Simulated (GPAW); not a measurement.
# PbF2 (Fluorocronite) (Fm-3m) in GPAW: reference runs

How does PbF2 (Fluorocronite) come out in PBE? The cell is run as given and disturbed.

All numbers are computed with GPAW 26.7.0; they aren't measurements. Logs are shortened: lines on timing, memory, paths and dates and some standing lists are left out, and cuts for length are marked. The log counts tension as positive stress, the text compression.

**1. The crystal as given**

Symmetry: Fm-3m, No. 225, cubic system. The conventional cell has a = 5.927 Å, b = 5.927 Å, c = 5.927 Å, α = 90.00°, β = 90.00°, γ = 90.00°. Around Pb (site symmetry m-3m) lie 8 F at 2.57 Å. F (site symmetry -43m) is surrounded by 4 Pb at 2.57 Å.

**2. Single point, PBE**

The input, run.py:

```python
from ase import Atoms
from ase.dft.bandgap import bandgap
from ase.io import write
from ase.units import Bohr, GPa
from gpaw import GPAW, PW
from gpaw.elf import elf_from_dft_calculation

atoms = Atoms(['Pb', 'F', 'F'],
              cell=[[0.0, 2.96366, 2.96366],
                    [2.96366, 0.0, 2.96366],
                    [2.96366, 2.96366, 0.0]],
              scaled_positions=[[0.0, 0.0, 0.0],
                                [0.75, 0.75, 0.75],
                                [0.25, 0.25, 0.25]],
              pbc=True)

calc = GPAW(mode=PW(800),
            xc='PBE',
            kpts={'size': (8, 8, 8), 'gamma': True},
            occupations={'name': 'fermi-dirac', 'width': 0.05},
            nbands=25,
            convergence={'density': 1e-05, 'energy': 1e-05},
            maxiter=150,
            txt='gpaw.txt')
atoms.calc = calc
energy = atoms.get_potential_energy()
forces = atoms.get_forces()
stress = atoms.get_stress()
calc.write('gs.gpw')
write('result.traj', atoms)
print(f'Energy: {energy:.6f} eV')
print('Forces (eV/A):')
print(forces.round(4))
print('Stress (GPa):', (stress / GPa).round(3))
print('Fermi level:', round(calc.get_fermi_level(), 4), 'eV')
print(f'Gap: {bandgap(calc)[0]:.4f} eV, direct: {bandgap(calc, direct=True)[0]:.4f} eV')

# fields on the real-space grid
write('density.cube', atoms, data=calc.get_pseudo_density() * Bohr**3)
write('potential.cube', atoms, data=calc.get_electrostatic_potential())
write('elf.cube', atoms, data=elf_from_dft_calculation(calc).data)
```

Potentials or basis: GPAW PAW data sets (gpaw-data 1.2.1), pw.

Launch:

```bash
> OMP_NUM_THREADS=1 python run.py
```

gpaw.txt:

```text
__  _  _
 | _ |_)|_||  |
 |__||  | ||/\| - 26.7.0

Input parameters:
  mode=PW(ecut=800.0),
  convergence={'density': 1e-05, 'energy': 1e-05},
  kpts=MonkhorstPack(size=(8, 8, 8), gamma=True),
  maxiter=150,
  nbands=25,
  occupations=Occupations(name='fermi-dirac', width=0.05),
  xc=XC(name='PBE')

Diagonalizing LCAO Hamiltonian
Converting LCAO to pw mode

                     F

            F

       Pb

Atoms  # Å, Bohr magnetons
|   | symbol |        x |        y |        z |    initial magnetic moments |
|---|--------|----------|----------|----------|-----------------------------|
| 0 |     Pb | 0.000000 | 0.000000 | 0.000000 | ( 0.0000,  0.0000,  0.0000) |
| 1 |      F | 4.445490 | 4.445490 | 4.445490 | ( 0.0000,  0.0000,  0.0000) |
| 2 |      F | 1.481830 | 1.481830 | 1.481830 | ( 0.0000,  0.0000,  0.0000) |

Unit cell  # Å
| periodic |        x |        y |        z |  lengths |    angles |
|----------|----------|----------|----------|----------|-----------|
|      yes | 0.000000 | 2.963660 | 2.963660 | 4.191248 | 60.000000 |
|      yes | 2.963660 | 0.000000 | 2.963660 | 4.191248 | 60.000000 |
|      yes | 2.963660 | 2.963660 | 0.000000 | 4.191248 | 60.000000 |

Number of symmetries: 48
Symmetry operations  # r_c * U_cc + t_c -> r_c
|    | kind |            matrix            |
|----|------|------------------------------|
|  0 |  σ   |  1, 0, 0,  1, 0,-1,  1,-1, 0 |
|  1 |  C2  |  1, 0, 0,  1,-1, 0,  1, 0,-1 |
|  2 |  E   |  1, 0, 0,  0, 1, 0,  0, 0, 1 |
|  3 |  σ   |  1, 0, 0,  0, 0, 1,  0, 1, 0 |
|  4 |  C4  |  1, 0,-1,  1, 0, 0,  1,-1, 0 |
|  5 |  S6  |  1, 0,-1,  1,-1, 0,  1, 0, 0 |
|  6 |  σ   |  1, 0,-1,  0, 1,-1,  0, 0,-1 |
|  7 |  C3  |  1, 0,-1,  0, 0,-1,  0, 1,-1 |
|  8 |  S6  |  1,-1, 0,  1, 0, 0,  1, 0,-1 |
|  9 |  C4  |  1,-1, 0,  1, 0,-1,  1, 0, 0 |
| 10 |  C3  |  1,-1, 0,  0,-1, 1,  0,-1, 0 |
| 11 |  σ   |  1,-1, 0,  0,-1, 0,  0,-1, 1 |
| 12 |  σ   |  0, 1, 0,  1, 0, 0,  0, 0, 1 |
| 13 |  C4  |  0, 1, 0,  0, 1,-1, -1, 1, 0 |
| 14 |  C3  |  0, 1, 0,  0, 0, 1,  1, 0, 0 |
| 15 |  S6  |  0, 1, 0, -1, 1, 0,  0, 1,-1 |
| 16 |  C2  |  0, 1,-1,  1, 0,-1,  0, 0,-1 |
| 17 |  σ   |  0, 1,-1,  0, 1, 0, -1, 1, 0 |
| 18 |  S4  |  0, 1,-1,  0, 0,-1,  1, 0,-1 |
| 19 |  C4  |  0, 1,-1, -1, 1, 0,  0, 1, 0 |
| 20 |  C3  |  0, 0, 1,  1, 0, 0,  0, 1, 0 |
| 21 |  σ   |  0, 0, 1,  0, 1, 0,  1, 0, 0 |
| 22 |  S6  |  0, 0, 1,  0,-1, 1, -1, 0, 1 |
| 23 |  C4  |  0, 0, 1, -1, 0, 1,  0,-1, 1 |
| 24 |  S4  |  0, 0,-1,  1, 0,-1,  0, 1,-1 |
| 25 |  C3  |  0, 0,-1,  0, 1,-1,  1, 0,-1 |
| 26 |  C2  |  0, 0,-1,  0,-1, 0, -1, 0, 0 |
| 27 |  S6  |  0, 0,-1, -1, 0, 0,  0,-1, 0 |
| 28 |  S4  |  0,-1, 1,  1,-1, 0,  0,-1, 0 |
| 29 |  C4  |  0,-1, 1,  0, 0, 1, -1, 0, 1 |
| 30 |  C2  |  0,-1, 1,  0,-1, 0,  1,-1, 0 |
| 31 |  σ   |  0,-1, 1, -1, 0, 1,  0, 0, 1 |
| 32 |  C3  |  0,-1, 0,  1,-1, 0,  0,-1, 1 |
| 33 |  S6  |  0,-1, 0,  0, 0,-1, -1, 0, 0 |
| 34 |  S4  |  0,-1, 0,  0,-1, 1,  1,-1, 0 |
| 35 |  C2  |  0,-1, 0, -1, 0, 0,  0, 0,-1 |
| 36 |  C2  | -1, 1, 0,  0, 1, 0,  0, 1,-1 |
| 37 |  S6  | -1, 1, 0,  0, 1,-1,  0, 1, 0 |
| 38 |  S4  | -1, 1, 0, -1, 0, 1, -1, 0, 0 |
| 39 |  C3  | -1, 1, 0, -1, 0, 0, -1, 0, 1 |
| 40 |  S6  | -1, 0, 1,  0, 0, 1,  0,-1, 1 |
[... 68 lines left out ...]
    |   5d | 10.000 |     -21.211 |    1.217 |
    |    s |        |      15.243 |    1.259 |
    |    p |        |      23.705 |    1.275 |
    |    d |        |       6.001 |    1.217 |

    Using partial waves for Pb as LCAO basis

  F:
    name:    Fluorine
    Z:       9.0
    valence: 7
    core:    2
    charge:  0.0  # [|e|]
    compensation charges:
      type: gauss
      rc: 0.20  # [Å]
      lmax: 2
    cutoffs:
      filter: 1.14  # [Å]
      core: 0.74  # [Å]
    projectors
    | kind |    occ | energy [eV] | rcut [Å] |
    |------|--------|-------------|----------|
    |   2s |  2.000 |     -29.898 |    0.635 |
    |   2p |  5.000 |     -11.110 |    0.635 |
    |    s |        |      -2.687 |    0.635 |
    |    p |        |      16.102 |    0.635 |
    |    d |        |       0.000 |    0.635 |

    Using partial waves for F as LCAO basis

Reference energy: -572702.624935  # eV

eigensolver:
  PPCG
  Converge bands: occupied
  niter=2

density mixing:
  MSR1-Mixer
  Pratt-step length: 0.05
  Maximum mixing coefficient: 0.75
  Old densities: 10
  SVD Regularization: 0.005
  Good broyden scale: 1.0
  Trust region scale: 1.0
  Backstep threshold: 4.0
  History deletion threshold: 6.0
  Fourier metric: weight=20.0, sigma=0.015

occupation numbers:
  Fermi-Dirac:
    width: 0.0500  # eV

poisson solver:
  ecut: 6400.0  # eV

xc functional:
  name: PBE with 2 nearest neighbor stencil

convergence criteria:
- Maximum integral of absolute [dens]ity change: 1e-05 electrons / valence electron
- Maximum [total energy] change in last 3 cyles: 1e-05 eV / valence electron
- Maximum integral of absolute [eigenst]ate change: 4e-08 eV^2 / valence electron
maximum number of iterations: 150

SCF iterations
|iter     | |      energy | eigst |  dens |
|---------|-|-------------|-------|-------|
|iter:   1| |  -16.145695 | -0.20 |       |
|iter:   2| |  -15.690285 | -1.95 | -1.08 |
|iter:   3| |  -14.474441 | -0.61 | -1.13 |
|iter:   4| |  -14.464771 | -3.05 | -1.57 |
|iter:   5| |  -14.465728 | -3.41 | -1.83 |
|iter:   6| |  -14.465847 | -5.03 | -2.83 |
|iter:   7| |  -14.465904c| -5.65 | -3.16 |
|iter:   8| |  -14.465904c| -7.54c| -4.44 |
|iter:   9| |  -14.465904c| -7.70c| -4.89 |
|iter:  10| |  -14.465904c| -8.51c| -5.69c|

Converged in 10 steps
Energy contributions relative to reference atoms: (reference = -572702.624935)

Energy contributions:
  Kinetic:          28.973629
  Coulomb:         -28.975135
  Zero:              0.049528
  External:          0.000000
  Xc:              -14.513926
  Entropy:          -0.000000
  Spinorbit:         0.000000
  ----------------------------
  Free energy:     -14.465904
  Extrapolated:    -14.465904

dipole moment: (-25.053913, -25.053913, -25.053913)  # |e|*Ang

Fermi level: 4.181
Eigenvalues  # (at kpt = [0.000, 0.000, 0.000])
| band index |      eig [eV] | occ [0-2] |
|------------|---------------|-----------|
|          0 |       -18.593 |     2.000 |
|        ... |               |           |
|          6 |       -11.845 |     2.000 |
|          7 |        -2.048 |     2.000 |
|          8 |         0.041 |     2.000 |
|          9 |         0.041 |     2.000 |
|         10 |         0.041 |     2.000 |
|         11 |         0.534 |     2.000 |
[... 8 lines left out ...]
|         20 |        20.026 |     0.000 |
|         21 |        20.026 |     0.000 |
|        ... |               |           |
|         24 |        20.155 |     0.000 |

Gap: 4.346 eV
Transition (v -> c):
  (s=0, k=16, n=13, [0.50, 0.25, -0.25]) -> (s=0, k=24, n=14, [0.50, 0.50, 0.00])
Direct/indirect transitions are different
Direct gap: 4.491 eV
Transition at: (s=0, k=24, n=13, [0.50, 0.50, 0.00])

Forces  # eV/Ang
|        x |        y |        z |
|----------|----------|----------|
|  0.00000 |  0.00000 |  0.00000 |  # Pb   0
| -0.00000 |  0.00000 | -0.00000 |  # F    1
| -0.00000 | -0.00000 | -0.00000 |  # F    2

Stress tensor  # eV/Ang^3
|         x |         y |         z |
|-----------|-----------|-----------|
| -0.008230 | -0.000000 | -0.000000 |
| -0.000000 | -0.008230 | -0.000000 |
| -0.000000 | -0.000000 | -0.008230 |

# Writing to gs.gpw (mode='')
```

It took 43 s on 1 thread of Arm Neoverse V1, shared host; peak memory 0.2 GiB.

What came out:

| Item | Value |
| --- | --- |
| Free energy | -14.4659 eV |
| Pressure | 1.3 GPa |
| Band gap on the k mesh | 4.35 eV, indirect (least direct gap 4.49 eV) |

Caveat: spin-orbit coupling is left out, which as a rule narrows the gap of such compounds by several tenths of an eV.

**3. Single point, PBE (atoms moved at random, drawn with an rms of 0.05 Å)**

Edit run.py of step 2 so:

```diff
@@ -3,5 +3,4 @@
 from ase.io import write
-from ase.units import Bohr, GPa
+from ase.units import GPa
 from gpaw import GPAW, PW
-from gpaw.elf import elf_from_dft_calculation
 
@@ -11,5 +10,5 @@
                     [2.96366, 2.96366, 0.0]],
-              scaled_positions=[[0.0, 0.0, 0.0],
-                                [0.75, 0.75, 0.75],
-                                [0.25, 0.25, 0.25]],
+              scaled_positions=[[-0.017605, -0.000258, 0.002067],
+                                [0.751635, 0.743715, 0.760218],
+                                [0.265185, 0.249661, 0.242199]],
               pbc=True)
@@ -36,6 +35 @@
 print(f'Gap: {bandgap(calc)[0]:.4f} eV, direct: {bandgap(calc, direct=True)[0]:.4f} eV')
-
-# fields on the real-space grid
-write('density.cube', atoms, data=calc.get_pseudo_density() * Bohr**3)
-write('potential.cube', atoms, data=calc.get_electrostatic_potential())
-write('elf.cube', atoms, data=elf_from_dft_calculation(calc).data)
```

Potentials or basis: GPAW PAW data sets (gpaw-data 1.2.1), pw.

Launch:

```bash
> OMP_NUM_THREADS=1 python run.py
```

gpaw.txt:

```text
__  _  _
 | _ |_)|_||  |
 |__||  | ||/\| - 26.7.0

Input parameters:
  mode=PW(ecut=800.0),
  convergence={'density': 1e-05, 'energy': 1e-05},
  kpts=MonkhorstPack(size=(8, 8, 8), gamma=True),
  maxiter=150,
  nbands=25,
  occupations=Occupations(name='fermi-dirac', width=0.05),
  xc=XC(name='PBE')

Diagonalizing LCAO Hamiltonian
Converting LCAO to pw mode

                     F

            F

       Pb

Atoms  # Å, Bohr magnetons
|   | symbol |        x |         y |         z |    initial magnetic moments |
|---|--------|----------|-----------|-----------|-----------------------------|
| 0 |     Pb | 0.005361 | -0.046049 | -0.052940 | ( 0.0000,  0.0000,  0.0000) |
| 1 |      F | 4.457146 |  4.480618 |  4.431709 | ( 0.0000,  0.0000,  0.0000) |
| 2 |      F | 1.457706 |  1.503714 |  1.525828 | ( 0.0000,  0.0000,  0.0000) |

Unit cell  # Å
| periodic |        x |        y |        z |  lengths |    angles |
|----------|----------|----------|----------|----------|-----------|
|      yes | 0.000000 | 2.963660 | 2.963660 | 4.191248 | 60.000000 |
|      yes | 2.963660 | 0.000000 | 2.963660 | 4.191248 | 60.000000 |
|      yes | 2.963660 | 2.963660 | 0.000000 | 4.191248 | 60.000000 |

Number of symmetries: 1
Symmetry operations  # r_c * U_cc + t_c -> r_c
|   | kind |            matrix            |
|---|------|------------------------------|
| 0 |  E   |  1, 0, 0,  0, 1, 0,  0, 0, 1 |

BZ-sampling:
  Number of BZ points: 512
  Number of IBZ points: 260

  Monkhorst-Pack size: [8, 8, 8]
  Monkhorst-Pack shift: [0.0625, 0.0625, 0.0625]

K-points  # in reciprocal-cell coordinates
|     |                                coordinates |     weight |
|-----|--------------------------------------------|------------|
|   0 | (  0.00000000,   0.00000000,   0.00000000) | 0.00195312 |
|   1 | (  0.00000000,   0.00000000,   0.12500000) | 0.00390625 |
|   2 | (  0.00000000,   0.00000000,   0.25000000) | 0.00390625 |
|   3 | (  0.00000000,   0.00000000,   0.37500000) | 0.00390625 |
|   4 | (  0.00000000,   0.00000000,   0.50000000) | 0.00195312 |
|   5 | (  0.00000000,   0.12500000,  -0.37500000) | 0.00390625 |
|   6 | (  0.00000000,   0.12500000,  -0.25000000) | 0.00390625 |
|   7 | (  0.00000000,   0.12500000,  -0.12500000) | 0.00390625 |
|   8 | (  0.00000000,   0.12500000,   0.00000000) | 0.00390625 |
|   9 | (  0.00000000,   0.12500000,   0.12500000) | 0.00390625 |
| ... |                                            |            |
| 259 | (  0.50000000,   0.50000000,   0.50000000) | 0.00195312 |

Plane wave coefficients: 2698
Cutoff: 800.0 eV

Spin-components: 1 (collinear spins)
Bands:           25
Projectors:      16
Spin-degeneracy: 2
Datatype:        complex128

Density:
  Valence electrons: 28.0
  Components: 1
  Grid points: [28 28 28]
  Charge: 0.0  # |e|

Potential:
  Grid points: [28 28 28]

species:
  Pb:
    name:    Lead
    Z:       82.0
    valence: 14
    core:    68
    charge:  0.0  # [|e|]
    compensation charges:
      type: gauss
      rc: 0.38  # [Å]
      lmax: 2
    cutoffs:
      filter: 2.36  # [Å]
      core: 2.43  # [Å]
    projectors
    | kind |    occ | energy [eV] | rcut [Å] |
    |------|--------|-------------|----------|
    |   6s |  2.000 |     -11.969 |    1.259 |
    |   6p |  2.000 |      -3.506 |    1.275 |
    |   5d | 10.000 |     -21.211 |    1.217 |
    |    s |        |      15.243 |    1.259 |
    |    p |        |      23.705 |    1.275 |
    |    d |        |       6.001 |    1.217 |

    Using partial waves for Pb as LCAO basis

  F:
    name:    Fluorine
    Z:       9.0
    valence: 7
    core:    2
    charge:  0.0  # [|e|]
    compensation charges:
      type: gauss
      rc: 0.20  # [Å]
      lmax: 2
    cutoffs:
      filter: 1.14  # [Å]
      core: 0.74  # [Å]
    projectors
    | kind |    occ | energy [eV] | rcut [Å] |
    |------|--------|-------------|----------|
    |   2s |  2.000 |     -29.898 |    0.635 |
    |   2p |  5.000 |     -11.110 |    0.635 |
    |    s |        |      -2.687 |    0.635 |
    |    p |        |      16.102 |    0.635 |
    |    d |        |       0.000 |    0.635 |

    Using partial waves for F as LCAO basis

Reference energy: -572702.624935  # eV

eigensolver:
  PPCG
  Converge bands: occupied
  niter=2

density mixing:
  MSR1-Mixer
  Pratt-step length: 0.05
  Maximum mixing coefficient: 0.75
  Old densities: 10
  SVD Regularization: 0.005
  Good broyden scale: 1.0
  Trust region scale: 1.0
  Backstep threshold: 4.0
  History deletion threshold: 6.0
  Fourier metric: weight=20.0, sigma=0.015

occupation numbers:
  Fermi-Dirac:
    width: 0.0500  # eV

poisson solver:
  ecut: 6400.0  # eV

xc functional:
[... 9 lines left out ...]
|iter     | |      energy | eigst |  dens |
|---------|-|-------------|-------|-------|
|iter:   1| |  -16.130102 | -0.20 |       |
|iter:   2| |  -15.675651 | -1.93 | -1.08 |
|iter:   3| |  -14.461031 | -0.61 | -1.13 |
|iter:   4| |  -14.451411 | -3.06 | -1.58 |
|iter:   5| |  -14.452382 | -3.41 | -1.83 |
|iter:   6| |  -14.452507 | -5.02 | -2.83 |
|iter:   7| |  -14.452563c| -5.61 | -3.17 |
|iter:   8| |  -14.452563c| -6.62 | -4.21 |
|iter:   9| |  -14.452563c| -7.90c| -4.54 |
|iter:  10| |  -14.452563c| -7.71c| -4.89 |
|iter:  11| |  -14.452563c| -8.63c| -5.76c|

Converged in 11 steps
Energy contributions relative to reference atoms: (reference = -572702.624935)

Energy contributions:
  Kinetic:          29.332480
  Coulomb:         -29.265623
  Zero:              0.048093
  External:          0.000000
  Xc:              -14.567512
  Entropy:          -0.000000
  Spinorbit:         0.000000
  ----------------------------
  Free energy:     -14.452563
  Extrapolated:    -14.452563

dipole moment: (0.060830, -0.605159, 24.292562)  # |e|*Ang

Fermi level: 4.147
Eigenvalues  # (at kpt = [0.000, 0.000, 0.000])
| band index |      eig [eV] | occ [0-2] |
|------------|---------------|-----------|
|          0 |       -18.610 |     2.000 |
|        ... |               |           |
|          6 |       -11.836 |     2.000 |
|          7 |        -2.042 |     2.000 |
|          8 |        -0.008 |     2.000 |
|          9 |         0.004 |     2.000 |
|         10 |         0.038 |     2.000 |
|         11 |         0.498 |     2.000 |
[... 8 lines left out ...]
|         20 |        19.874 |     0.000 |
|         21 |        19.904 |     0.000 |
|        ... |               |           |
|         24 |        20.272 |     0.000 |

Gap: 4.320 eV
Transition (v -> c):
  (s=0, k=226, n=13, [0.50, 0.00, 0.00]) -> (s=0, k=230, n=14, [0.50, 0.00, 0.50])
Direct/indirect transitions are different
Direct gap: 4.488 eV
Transition at: (s=0, k=230, n=13, [0.50, 0.00, 0.50])

Forces  # eV/Ang
|        x |        y |        z |
|----------|----------|----------|
| -0.02966 |  0.12164 |  0.11056 |  # Pb   0
| -0.07801 | -0.08023 |  0.07251 |  # F    1
|  0.10768 | -0.04143 | -0.18308 |  # F    2

Stress tensor  # eV/Ang^3
|         x |         y |         z |
|-----------|-----------|-----------|
| -0.009822 |  0.003336 | -0.000409 |
|  0.003336 | -0.010036 | -0.002758 |
| -0.000409 | -0.002758 | -0.010144 |

# Writing to gs.gpw (mode='')
```

Wall time 6.6 min (1 thread of Arm Neoverse V1, shared host); peak memory 0.59 GiB.

What came out:

```yaml
Free_energy: -14.4526 eV
Pressure: 1.6 GPa
Largest_force: 0.216 eV/Å
Band_gap_on_the_k_mesh: 4.32 eV, indirect (least direct gap 4.49 eV)
```

Forces on the atoms (eV/Å):
```
Pb  -0.030  0.122  0.111
F   -0.078 -0.080  0.073
F    0.108 -0.041 -0.183
```

Caveat: spin-orbit coupling is left out, which as a rule narrows the gap of such compounds by several tenths of an eV.
